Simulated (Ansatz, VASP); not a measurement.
**One calculation of Sc, two programs**

File INCAR:

```
SYSTEM = Sc
  PREC = Accurate
  ENCUT = 520
  EDIFF = 1E-6
  ISMEAR = 0
  SIGMA = 0.05
  LREAL = .False.
  LASPH = .True.
  NELM = 100
  ALGO = Normal
  ISIF = 2
  LWAVE = .False.
  LCHARG = .True.
  LELF = .True.
  LVHAR = .True.
  NBANDS = 18
```

The input KPOINTS:

```
Automatic mesh
0
Gamma
  9 9 5
  0 0 0
```

POSCAR

```
Sc
1.0
    3.3738988294      0.0000000000      0.0000000000
   -1.6869494147      2.9218820960      0.0000000000
    0.0000000000      0.0000000000      5.3767242965
Sc
2
Direct
    0.6666666667      0.3333333333      0.7500000000
    0.3333333333      0.6666666667      0.2500000000
```

input.yaml

```yaml
crystal:
  lattice:
    - [3.3738988294, 0.0, 0.0]
    - [-1.6869494147, 2.921882096, 0.0]
    - [0.0, 0.0, 5.3767242965]
  atoms:
    - { symbol: Sc, position: [0.6666666667, 0.3333333333, 0.75] }
    - { symbol: Sc, position: [0.3333333333, 0.6666666667, 0.25] }
hamiltonian:
  xc: lda
  pseudopotentials: { kind: paw }
kpoints:
  mp_grid: { grid: [9, 9, 5] }
scf:
  occupations: { method: gaussian, width: 0.05 }
output:
  forces: true
  stress: true
  eigenvalues: true
```

Alike in both runs: task single point; functional LDA; k mesh 9 × 9 × 5; occupations gaussian, width 0.05 eV; no spin polarisation.

```csv
,VASP,Ansatz
version,VASP 6.6.1,Ansatz 0.2.0
potentials or method,"VASP PAW LDA potentials, release 64 (Sc_sv)",Ansatz PAW
plane-wave cutoff (eV),520,420
valence electrons in the cell,22,22
```

```tsv
	VASP	Ansatz	Ansatz less VASP
gap on the k mesh at the Fermi level (eV)	none	none	-
pressure (GPa)	-7.5	-7.6	-0.02
largest component of the traceless stress (GPa)	0.97	0.97	-0.002
```

A gap of «none» marks a metal or a gap that the smearing closes.

Caveats: the PAW data sets come from PBE, with cores solved anew for the run's functional, which leaves a small shift of forces and pressure (Ansatz).
